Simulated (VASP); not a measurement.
# TiSe2 (P-3m1) in VASP: further runs

One crystal, TiSe2, is run at these levels: PBE; tasks: relaxation of cell and atoms, single point.

Program: VASP 6.6.1. These are calculated values, not measurements. Logs are shortened: lines on timing, memory, paths and dates and some standing lists are left out, and cuts for length are marked.

## (1) The structure

Symmetry: P-3m1, No. 164, trigonal system. Conventional cell: a = 3.540 Å, b = 3.540 Å, c = 6.008 Å, α = 90.00°, β = 90.00°, γ = 120.00°. Ti (site symmetry -3m) is surrounded by 6 Se at 2.55 Å. Se (site symmetry 3m) has 3 Ti at 2.55 Å as nearest neighbours.

The cell was built by a generator and needn't be a form met in nature.

## (2) Relaxation of cell and atoms, PBE, target pressure 6 GPa, at which the enthalpy is minimised

INCAR reads:

```
SYSTEM = TiSe2
PREC     = Accurate       ! precision mode
ENCUT    = 600            ! plane-wave cutoff, eV
EDIFF    = 1E-6           ! SCF threshold, eV
ISMEAR   = -1             ! smearing method
SIGMA    = 0.01           ! smearing width, eV
LREAL    = .False.        ! projectors in reciprocal space
LASPH    = .True.         ! aspherical terms in the spheres
NELM     = 80             ! most SCF steps
ALGO     = Fast           ! electronic algorithm
ISIF     = 3              ! what is computed and relaxed
LWAVE    = .False.        ! write WAVECAR
LCHARG   = .False.        ! write CHGCAR
GGA      = PE             ! functional
IBRION   = 2              ! ionic algorithm
NSW      = 80             ! ionic steps
EDIFFG   = -0.002         ! ionic threshold
PSTRESS  = 60.0
```

KPOINTS reads:

```
Automatic mesh
0
Gamma
  16 16 8
  0 0 0
```

POSCAR reads:

```
TiSe2
1.0
    3.5400000000      0.0000000000      0.0000000000
   -1.7700000000      3.0657299294      0.0000000000
    0.0000000000      0.0000000000      6.0080000000
Ti Se
1 2
Direct
    0.0000000000      0.0000000000      0.0000000000
    0.3333333333      0.6666666667      0.2550000000
    0.6666666667      0.3333333333     -0.2550000000
```

Potentials or basis: VASP PAW PBE potentials, release 64 (Ti_sv, Se).

Launch:

```sh
> cat potpaw_PBE.64/Ti_sv/POTCAR potpaw_PBE.64/Se/POTCAR > POTCAR
> mpirun -np 1 vasp_std > vasp.out
```

OUTCAR:

```text
SYSTEM = TiSe2
   PREC = Accurate
   ENCUT = 600
   EDIFF = 1E-6
   ISMEAR = -1
   LREAL = .False.
   LASPH = .True.
   NELM = 80
   ISIF = 3
   GGA = PE
   IBRION = 2
   NSW = 80
   EDIFFG = -0.002
   PSTRESS = 60.0

 ion  position               nearest neighbor table
   1  0.000  0.000  0.000-   2 2.55   3 2.55   3 2.55   2 2.55   3 2.55   2 2.55
   2  0.333  0.667  0.255-   1 2.55   1 2.55   1 2.55
   3  0.667  0.333  0.745-   1 2.55   1 2.55   1 2.55

  LATTYP: Found a hexagonal cell.
 ALAT       =     3.5400000000
 C/A-ratio  =     1.6971751412

  Lattice vectors:

 A1 = (   3.5400000000,   0.0000000000,   0.0000000000)
 A2 = (  -1.7700000000,   3.0657299294,   0.0000000000)
 A3 = (   0.0000000000,   0.0000000000,   6.0080000000)

Analysis of symmetry for initial positions (statically):
=====================================================================
 Subroutine PRICEL returns:
 Original cell was already a primitive cell.

 Routine SETGRP: Setting up the symmetry group for a
 hexagonal supercell.

 Subroutine GETGRP returns: Found 12 space group operations
 (whereof 12 operations were pure point group operations)
 out of a pool of 24 trial point group operations.

The static configuration has the point symmetry D_3d.

Analysis of symmetry for dynamics (positions and initial velocities):
=====================================================================
 Subroutine PRICEL returns:
 Original cell was already a primitive cell.

 Routine SETGRP: Setting up the symmetry group for a
 hexagonal supercell.

 Subroutine GETGRP returns: Found 12 space group operations
 (whereof 12 operations were pure point group operations)
 out of a pool of 24 trial point group operations.

The dynamic configuration has the point symmetry D_3d.

 Subroutine INISYM returns: Found 12 space group operations
 (whereof 12 operations are pure point group operations),
 and found     1 'primitive' translations

----------------------------------------------------------------------------------------

                                     Primitive cell

  volume of cell :      65.2029

  direct lattice vectors                    reciprocal lattice vectors
     3.540000000  0.000000000  0.000000000     0.282485876  0.163093296  0.000000000
    -1.770000000  3.065729929  0.000000000     0.000000000  0.326186593  0.000000000
     0.000000000  0.000000000  6.008000000     0.000000000  0.000000000  0.166444740

  length of vectors
     3.540000000  3.540000000  6.008000000     0.326186593  0.326186593  0.166444740

  position of ions in fractional coordinates (direct lattice)
     0.000000000  0.000000000  0.000000000
     0.333333333  0.666666667  0.255000000
[... 75 lines left out ...]
   LSORBIT =      F    spin-orbit coupling
   LASPH  =      T    aspherical Exc in radial PAW
   ENCUT  =  600.0 eV  44.10 Ry    6.64 a.u.   7.07  7.07 12.00*2*pi/ulx,y,z
   NELM   =     80;   NELMIN=  2; NELMDL= -5     # of ELM steps
   EDIFF  = 0.1E-05   stopping-criterion for ELM
   LREAL  =      F    real-space projection
   EDIFFG = -.2E-02   stopping-criterion for IOM
   NSW    =     80    number of steps for IOM
   IBRION =      2    ionic relax: 0-MD 1-quasi-New 2-CG
   NFREE  =      1    steps in history (QN), initial steepest desc. (CG)
   ISIF   =      3    stress and relaxation
   ISYM   =      2    0-nonsym 1-usesym 2-fastsym
   POTIM  = 0.5000    time-step for ionic-motion
   TEBEG  =    0.0;   TEEND  =   0.0 temperature during run
   PSTRESS=   60.0 pullay stress
   NELECT =      24.0000    total number of electrons
   NUPDOWN=      -1.0000    fix difference up-down
   EMIN   =  10.00;   EMAX   =-10.00  energy-range for DOS
   EFERMI =   0.00;   METHOD = LEGACY
   ISMEAR =    -1;   SIGMA  =   0.01  broadening in eV -4-tet -1-fermi 0-gaus
   EFERMI_NEDOS =   21; number of points for ismear=-14 and -15
   IALGO  =     68    algorithm
   IMIX   =      4    mixing-type and parameters
     AMIX     =   0.40;   BMIX     =  1.00
     AMIX_MAG =   1.60;   BMIX_MAG =  1.00
  volume/ion in A,a.u.               =      21.73       146.67
  Fermi-wavevector in a.u.,A,eV,Ry     =   1.173247  2.217116 18.728544  1.376509
  Thomas-Fermi vector in A             =   2.309663
   LORBIT       =      0    0 simple, 1 ext, 2 COOP (PROOUT), +10 PAW based schemes
   GGA     = PE    functional components
   LHFCALC =     F    Hartree Fock is set to
   AEXX    =    0.0000 exact exchange contribution
   IVDW    =     0    specifies the selected vdW correction
   LEPSILON=     F    determine dielectric tensor
   LRPA    =     F    only Hartree local field effects (RPA)
 conjugate gradient relaxation of ions
 non-spin polarized calculation
 RMM-DIIS sequential band-by-band and
  energy-cutoff  :      600.00
  volume of cell :       65.20
 maximum number of plane-waves:      2194
   NGX = 15   NGY = 15   NGZ = 23

--------------------------------------- Ionic step        1  -------------------------------------------

 number of electron      24.0000000 magnetization

 Free energy of the ion-electron system (eV)
  ---------------------------------------------------
  ext. energy  EPLUGINS =         0.00000000
  ---------------------------------------------------
  free energy    TOTEN  =       -18.17514962 eV

  energy without entropy =      -18.17491333  energy(sigma->0) =      -18.17503148

 E-fermi :   4.7857     XC(G=0):  -9.9822

 val. band max:        4.7825816018   @ k =   0.5000   0.0000   0.2500
 cond. band min:       4.8059058005   @ k =   0.0000   0.0625   0.2500
 fundamental gap:      0.0233241987
 Fermi energy:         4.7857018379

 k-point     1 :       0.0000    0.0000    0.0000
  band No.  band energies     occupation
      1     -52.8696      2.00000
      2     -29.0941      2.00000
      3     -29.0843      2.00000
      4     -29.0843      2.00000
      5      -9.1715      2.00000
      6      -7.7490      2.00000
[... 559 lines left out ...]
  energy  without entropy=      -18.1021406083  energy(sigma->0) =      -18.10228275

  enthalpy is  TOTEN    =       -15.7830883645 eV   P V=        2.3193365202

[... ionic steps 4 to 14 ...]

--------------------------------------- Ionic step       15  -------------------------------------------

 number of electron      24.0000002 magnetization

------------------------ aborting loop because EDIFF is reached ----------------------------------------
[... 73 lines left out ...]
--------------------------------------- Ionic step       17  -------------------------------------------

 number of electron      24.0000002 magnetization

 Free energy of the ion-electron system (eV)
  ---------------------------------------------------
  ext. energy  EPLUGINS =         0.00000000
  ---------------------------------------------------
  free energy    TOTEN  =       -18.04807808 eV

  energy without entropy =      -18.04760854  energy(sigma->0) =      -18.04784331

 E-fermi :   5.8326     XC(G=0): -10.5204

 val. band max:        5.8246534053   @ k =   0.0625   0.0000   0.0000
 cond. band min:       5.8330318807   @ k =   0.1250   0.0625   0.0000
 fundamental gap:      0.0083784754
 Fermi energy:         5.8326307600

 k-point     1 :       0.0000    0.0000    0.0000
  band No.  band energies     occupation
      1     -51.6019      2.00000
      2     -27.8465      2.00000
      3     -27.8239      2.00000
      4     -27.8239      2.00000
      5      -8.5988      2.00000
      6      -6.8011      2.00000
[... 481 lines left out ...]
  energy  without entropy=      -18.0476085399  energy(sigma->0) =      -18.04784331

  enthalpy is  TOTEN    =       -15.8346294229 eV   P V=        2.2134486556

 reached required accuracy - stopping structural energy minimisation
```

OSZICAR:

```text
N       E                     dE             d eps       ncg     rms          rms(c)
DAV:   1     0.211723550882E+03    0.21172E+03   -0.12582E+04  6816   0.163E+03
DAV:   2     0.150555559176E+01   -0.21022E+03   -0.20849E+03  7288   0.386E+02
DAV:   3    -0.205957107743E+02   -0.22101E+02   -0.21283E+02 10888   0.108E+02
[... 253 lines left out ...]
DAV:   1    -0.180481485918E+02   -0.78549E-03   -0.38460E-03  7576   0.804E-01    0.594E-02
RMM:   2    -0.180480947261E+02    0.53866E-04   -0.16870E-04  7724   0.120E-01    0.319E-02
RMM:   3    -0.180480817825E+02    0.12944E-04   -0.65685E-05  8068   0.803E-02    0.179E-02
RMM:   4    -0.180480781970E+02    0.35856E-05   -0.23218E-05  8633   0.430E-02    0.587E-03
RMM:   5    -0.180480780786E+02    0.11840E-06   -0.71109E-06  7537   0.211E-02
  17 F= -.15834629E+02 E0= -.15834395E+02  d E =-.129428E-04
```

Wall time 1.5 h (1 thread of Intel Xeon Platinum 8488C (Sapphire Rapids), shared host); peak memory 0.44 GiB.

What came out:

```yaml
Free_energy: -18.0481 eV
Relaxed_volume: 19.70 Å³/atom
Relaxed_cell: a = 3.444 Å, b = 3.444 Å, c = 5.754 Å, α = 90.00°, β = 90.00°, γ = 120.00°
Space_group_after_relaxing_to_0.05_Å: P-3m1 (No. 164)
Energy_change_on_relaxing_the_enthalpy_is_what_falls: +42.4 meV/atom
Ionic_steps: 17
Pressure_after_relaxing: 6.0 GPa
Band_gap_on_the_k_mesh: none (metal or under the smearing width)
```

The path:
```
step  energy change (eV)  largest force (eV/Å)  pressure (GPa)  volume (Å³)
   1              0.0000                0.0731            1.42        65.20
   2              0.1938                1.0244           10.46        59.52
   3              0.0727                0.5833            6.18        61.93
   4              0.0790                0.3658            5.97        61.09
   5              0.1209                0.0169            5.88        59.67
   6              0.1066                0.0799            5.90        60.02
   7              0.1119                0.0616            5.94        59.67
   8              0.1292                0.0114            6.12        59.05
   9              0.1313                0.0057            6.15        58.99
  10              0.1305                0.0078            6.16        59.01
  11              0.1209                0.0396            5.67        59.28
  12              0.1276                0.0053            5.92        59.09
  13              0.1285                0.0016            6.02        59.07
  14              0.1283                0.0032            6.05        59.07
  15              0.1280                0.0047            6.03        59.08
  16              0.1278                0.0063            5.99        59.09
  17              0.1271                0.0000            6.01        59.11
```

Final structure:
```
Ti Se
1.0
     3.44403    0.00000    0.00000
    -1.72202    2.98262    0.00000
     0.00000    0.00000    5.75392
Ti Se
1 2
Direct
  0.00000 0.00000 0.00000
  0.33333 0.66667 0.27096
  0.66667 0.33333 0.72904
```

Caveat: the cell is relaxed towards a set pressure, so the enthalpy falls and the energy may rise; this functional lacks dispersion, which binds the layers, so the pressure and a relaxed spacing across them are unreliable.

## (3) Single point, PBE

This run uses another cell than the first one, of 19.70 Å³/atom, 0.906 times its volume.

INCAR reads:

```
SYSTEM = TiSe2
ALGO = Fast
EDIFF = 1E-6
ENCUT = 520
GGA = PE
ISIF = 2
ISMEAR = -1
LASPH = .True.
LCHARG = .False.
LREAL = .False.
LWAVE = .False.
NBANDS = 19
NELM = 80
PREC = Accurate
SIGMA = 0.01
```

KPOINTS reads:

```
k-points
0
Gamma
  16 16 8
  0 0 0
```

POSCAR reads:

```
TiSe2
1.0
    3.4434289692      0.0000000000      0.0000000000
   -1.7217144846      2.9820969634      0.0000000000
    0.0000000000      0.0000000000      5.7544562766
Ti Se
1 2
Direct
    0.0000000000      0.0000000000      0.0000000000
    0.3333333333      0.6666666667      0.2707408518
    0.6666666667      0.3333333333     -0.2707408518
```

Potentials or basis: VASP PAW PBE potentials, release 64 (Ti_sv, Se).

Launch:

```sh
> cat potpaw_PBE.64/Ti_sv/POTCAR potpaw_PBE.64/Se/POTCAR > POTCAR
> mpirun -np 1 vasp_std > vasp.out
```

Run time: 10 min. Hardware: 1 thread of Intel Xeon Platinum 8488C (Sapphire Rapids), shared host; peak memory 0.36 GiB.

It converged, with:

| Property | Result |
| --- | --- |
| Free energy | -18.0464 eV |
| Pressure | 5.4 GPa |
| Largest force | 0.019 eV/Å |
| Band gap on the k mesh | none (metal or under the smearing width) |

Forces in eV/Å, atoms in the order of the input:
```
Ti   0.000  0.000  0.000
Se   0.000  0.000  0.019
Se   0.000  0.000 -0.019
```

Stress tensor (GPa, compression positive):
```
5.40 0.00 0.00
0.00 5.40 0.00
0.00 0.00 5.51
```

Levels at points of the mesh, in eV from the Fermi level:
| k point | band 9 | band 10 | band 11 | band 12 | band 13 | band 14 | band 15 | band 16 |
| --- | --- | --- | --- | --- | --- | --- | --- | --- |
| (0.00, 0.00, 0.00) | -2.23 | 0.54 | 0.55 | 0.56 | 0.56 | 0.71 | 0.71 | 3.32 |
| (0.50, 0.00, 0.00) | -3.07 | -2.93 | -2.22 | -1.47 | 0.03 | 1.58 | 2.02 | 3.29 |
| (0.00, 0.00, 0.50) | -2.13 | -2.13 | 0.31 | 0.31 | 0.54 | 0.54 | 1.36 | 3.88 |
| (0.50, 0.00, 0.50) | -2.90 | -2.60 | -1.03 | -0.76 | -0.31 | 1.57 | 1.99 | 3.07 |
